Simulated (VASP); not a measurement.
# MgS (I-4m2) in VASP: settings compared, part 2 of 2

VASP 6.6.1. Earlier steps stand in the parts before.

### 4 Single point, PBE (biaxial_xy strain +1.8%)

File INCAR:

```
  PREC = Accurate
  ENCUT = 520
  EDIFF = 1E-6
  ISMEAR = -1
  SIGMA = 0.02
  LREAL = False
  LASPH = True
  NELM = 80
  ALGO = Fast
  ISIF = 2
  LWAVE = False
  LCHARG = False
  GGA = PE
  NBANDS = 11
```

File KPOINTS:

```
Automatic mesh
0
Gamma
  8 8 8
```

File POSCAR:

```
MgS
1.0
    0.0000000000      2.8815495344      2.8308768389
    2.8815495344      0.0000000000      2.8308768389
    2.8815495344      2.8815495344      0.0000000000
Mg S
1 1
Direct
    0.0000000000      0.0000000000      0.0000000000
    0.2500000000      0.2500000000      0.2500000000
```

Potentials or basis: VASP PAW PBE potentials, release 64 (Mg, S).

Launch:

```console
cat potpaw_PBE.64/Mg/POTCAR potpaw_PBE.64/S/POTCAR > POTCAR
mpirun -np 1 vasp_std > vasp.out
```

OUTCAR:

```text
PREC = Accurate
   ENCUT = 520
   EDIFF = 1E-6
   ISMEAR = -1
   LREAL = False
   LASPH = True
   NELM = 80
   ISIF = 2
   GGA = PE

 ion  position               nearest neighbor table
   1  0.000  0.000  0.000-   2 2.48   2 2.48   2 2.48   2 2.48
   2  0.250  0.250  0.250-   1 2.48   1 2.48   1 2.48   1 2.48

  LATTYP: Found a body centered tetragonal cell.
 ALAT       =     4.0751264322
 C/A-ratio  =     1.3893442994

  Lattice vectors:

 A1 = (   0.0000000000,  -2.8815495344,  -2.8308768389)
 A2 = (   0.0000000000,   2.8815495344,  -2.8308768389)
 A3 = (   2.8815495344,   0.0000000000,   2.8308768389)

Analysis of symmetry for initial positions (statically):
=====================================================================
 Subroutine PRICEL returns:
 Original cell was already a primitive cell.

 Routine SETGRP: Setting up the symmetry group for a
 body centered tetragonal supercell.

 Subroutine GETGRP returns: Found  8 space group operations
 (whereof  8 operations were pure point group operations)
 out of a pool of 16 trial point group operations.

The static configuration has the point symmetry D_2d.

[... 164 lines left out ...]
 cond. band min:       4.1294067655   @ k =   0.0000   0.0000   0.0000
 fundamental gap:      3.2529858883
 Fermi energy:         1.2660782497

 k-point     1 :       0.0000    0.0000    0.0000
  band No.  band energies     occupation
      1     -10.3068      2.00000
      2       0.8326      2.00000
      3       0.8326      2.00000
      4       0.8764      2.00000
      5       4.1294      0.00000
      6       8.7016      0.00000
      7       8.7016      0.00000
      8       8.7145      0.00000
      9      11.4600      0.00000
     10      11.7413      0.00000
     11      14.2764      0.00000
[... 309 lines left out ...]
 k-point    24 :       0.3750   -0.0000    0.1250
  band No.  band energies     occupation
      1      -9.8055      2.00000
      2      -1.5312      2.00000
      3       0.3341      2.00000
      4       0.4390      2.00000
      5       6.2404      0.00000
      6       7.8870      0.00000
      7       8.7481      0.00000
      8       9.2328      0.00000
      9      11.4514      0.00000
     10      12.9858      0.00000
     11      13.6892      0.00000

 [... further k-points ...]
[... 5 lines left out ...]
  --------------------------------------------------------------------------------------
  -------------------------------------------------------------------------------------
  Total       -0.3432682     -0.3432682     -0.2303608      0.0000000     -0.0000000      0.0000000
  in kB      -11.6987921    -11.6987921     -7.8508364      0.0000000     -0.0000000      0.0000000
  external PRESSURE =     -10.4161402 kB  Pullay stress =       0.0000000 kB

 VOLUME and BASIS-vectors are now :
 -----------------------------------------------------------------------------
  energy-cutoff  :      520.00
  volume of cell :       47.01
      direct lattice vectors                 reciprocal lattice vectors
     0.000000000  2.881549534  2.830876839    -0.173517753  0.173517753  0.176623721
     2.881549534  0.000000000  2.830876839     0.173517753 -0.173517753  0.176623721
     2.881549534  2.881549534  0.000000000     0.173517753  0.173517753 -0.176623721

 POSITION                                       TOTAL-FORCE (eV/Angst)
 -----------------------------------------------------------------------------------
      0.00000      0.00000      0.00000         0.000000      0.000000      0.000000
      1.44077      1.44077      1.41544        -0.000000     -0.000000      0.000000
 -----------------------------------------------------------------------------------
    total drift:                               -0.000000     -0.000000     -0.000000

  FREE ENERGIE OF THE ION-ELECTRON SYSTEM (eV)
  ---------------------------------------------------
  free  energy   TOTEN  =        -8.4693913759 eV

  energy  without entropy=       -8.4693913759  energy(sigma->0) =       -8.46939138
```

Run time: 30 s. Hardware: 1 thread of Intel Xeon Platinum 8259CL at 2.50GHz (Skylake/Cascade Lake), shared host; peak memory 0.18 GiB.

Results:

```yaml
Free_energy: -8.4694 eV
Pressure: -1.0 GPa
Band_gap_on_the_k_mesh: 3.25 eV, direct
```

Stress tensor (GPa, compression positive):
```
-1.17  0.00  0.00
 0.00 -1.17  0.00
 0.00  0.00 -0.79
```

### 5 Single point, r2SCAN (biaxial_xy strain +1.8%)

POSCAR is that of step 4.

File INCAR.step1:

```
PREC = Accurate ; ENCUT = 520
ISMEAR = 0 ; SIGMA = 0.01
LREAL = F ; LASPH = T
NELM = 100 ; NBANDS = 11
GGA = PE ; ALGO = Normal
EDIFF = 1E-4 ; LWAVE = T
LCHARG = F
```

File INCAR.step2:

```
PREC = Accurate ; ENCUT = 520
EDIFF = 1E-6 ; ISMEAR = 0
SIGMA = 0.01 ; LREAL = F
LASPH = T ; NELM = 100
ALGO = Normal ; ISIF = 2
LWAVE = F ; LCHARG = T
METAGGA = R2SCAN ; LMIXTAU = T
LELF = T ; LVHAR = T
NBANDS = 11 ; ISTART = 1
```

KPOINTS is that of step 4.

Launch:

```console
cat potpaw_PBE.64/Mg/POTCAR potpaw_PBE.64/S/POTCAR > POTCAR
cp INCAR.step1 INCAR
mpirun -np 1 vasp_std > vasp.out
cp INCAR.step2 INCAR
mpirun -np 1 vasp_std > vasp.out
```

It took 2.4 min on 1 thread of Intel Xeon Platinum 8259CL at 2.50GHz (Skylake/Cascade Lake), shared host; peak memory 0.18 GiB.

Results (log left out):

| Item | Value |
| --- | --- |
| Free energy | -15.4369 eV |
| Pressure | -2.3 GPa |
| Band gap on the k mesh | 3.91 eV, direct |

Stress tensor (GPa, compression positive):
```
-2.41  0.00  0.00
 0.00 -2.41  0.00
 0.00  0.00 -1.97
```

Levels at points of the mesh, in eV from the valence-band top:
| k point | band 1 | band 2 | band 3 | band 4 | band 5 | band 6 | band 7 | band 8 | band 9 |
| --- | --- | --- | --- | --- | --- | --- | --- | --- | --- |
| (0.00, 0.00, 0.00) | -11.65 | -0.05 | -0.05 | 0.00 | 3.91 | 8.47 | 8.47 | 8.48 | 11.20 |
| (0.50, 0.00, 0.00) | -11.01 | -3.06 | -0.39 | -0.31 | 5.62 | 8.04 | 8.22 | 9.05 | 13.50 |
| (0.50, 0.50, 0.00) | -10.78 | -2.69 | -1.09 | -1.09 | 4.28 | 6.09 | 11.89 | 12.89 | 12.89 |
| (0.50, 0.00, 0.50) | -10.81 | -2.78 | -1.01 | -1.01 | 4.32 | 6.22 | 11.67 | 12.79 | 13.14 |

Caveat: the PAW data sets were made with another functional, which shifts forces and pressure a little. A k mesh can miss the band edges.

### 6 Summary

```csv
level,cell,smearing,gap on the mesh (eV),pressure (GPa)
PBE,epitaxial_xy strain +4.5%,fermi-dirac 0.02 eV,3.16,-0.4
PBE,uniaxial_x strain +2.6%,fermi-dirac 0.02 eV,3.31,-0.5
PBE,biaxial_xy strain +1.8%,fermi-dirac 0.02 eV,3.25,-1.0
r2SCAN,biaxial_xy strain +1.8%,gaussian 0.01 eV,3.91,-2.3
```

Alike in all rows: task single point; potentials or basis VASP PAW PBE potentials, release 64 (Mg, S); no spin polarisation; k mesh 8 × 8 × 8; cutoff (eV) 520.

Caveats: the PAW data sets were made with another functional, which shifts forces and pressure a little (some runs).

Total energies depend on the potentials used, so only differences within one code and one set of settings carry meaning.
